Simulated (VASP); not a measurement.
Runs of VASP 6.6.1 on Se. The structure is trigonal, space group P3_121 (No. 152). The conventional cell has a = 4.366 Å, b = 4.366 Å, c = 4.954 Å, α = 90.00°, β = 90.00°, γ = 120.00°. Se (site symmetry 2) has 2 Se at 2.37 Å as nearest neighbours. 

```csv
level,potentials or basis,gap on the mesh (eV),pressure (GPa),largest force (eV/Å)
PBE,"VASP PAW PBE potentials, release 64 (Se)",1.16,2.9,0.43
TB-mBJ,"VASP PAW PBE potentials, release 64 (Se)",1.57,-,-
r2SCAN,"VASP PAW PBE potentials, release 64 (Se)",1.39,1.3,(b)
PBEsol,"VASP PAW PBE potentials, release 64 (Se)",1.11,0.4,0.33
LDA,"VASP PAW LDA potentials, release 64 (Se)",1.07,-1.1,(a)
```

Alike in all rows: task band structure; no spin polarisation; cell as given; k mesh 8 × 8 × 6; cutoff (eV) 520; smearing gaussian 0.02 eV.

Problem. Estimate the missing entries.

Solution. (a) 0.26; (b) 0.06.

Caveats: the mesh misses the band edges, which the band path finds closer together; the PAW data sets were made with another functional, which shifts forces and pressure a little (some runs).

A k mesh can miss the band edges, and the runs leave out spin-orbit coupling on Se.
